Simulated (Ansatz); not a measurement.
Here is an Ansatz 0.2.0 calculation.

Contents of input.yaml:

```yaml
crystal:
  lattice:
    - [-2.2052049036, 2.2052049036, 2.19611481]
    - [2.2052049036, -2.2052049036, 2.19611481]
    - [2.2052049036, 2.2052049036, -2.19611481]
  atoms:
    - { symbol: Ca, position: [0.5, 0.5, 0.0] }
hamiltonian:
  xc: pbe
  pseudopotentials: { kind: paw, xc_functional: lda, accuracy: standard }
magnetization:
  spin_polarized: true
kpoints:
  mp_grid: { grid: [9, 9, 9] }
scf:
  occupations: { method: cold, width: 0.1 }
output:
  forces: true
  stress: true
relax:
  f_tol: 0.01
  max_steps: 40
  cell: { stress_tol: 0.05 }
```

Potentials or basis: JTH PAW LDA.

Run with:

```console
$ ansatz run input.yaml --threads 1 --pin off --max-ram 2560MiB --backend cpu --events-out ev --progress --plain --runs-dir out
```

(1) Predict the relaxed volume.

(2) Estimate the relaxed cell.

(3) What does it give for the site moments?

Answers

(1) 42.14 Å³/atom.

(2) a = 3.797 Å, b = 3.797 Å, c = 3.797 Å, α = 109.36°, β = 109.36°, γ = 109.69°.

(3) Ca +0.07 μB.
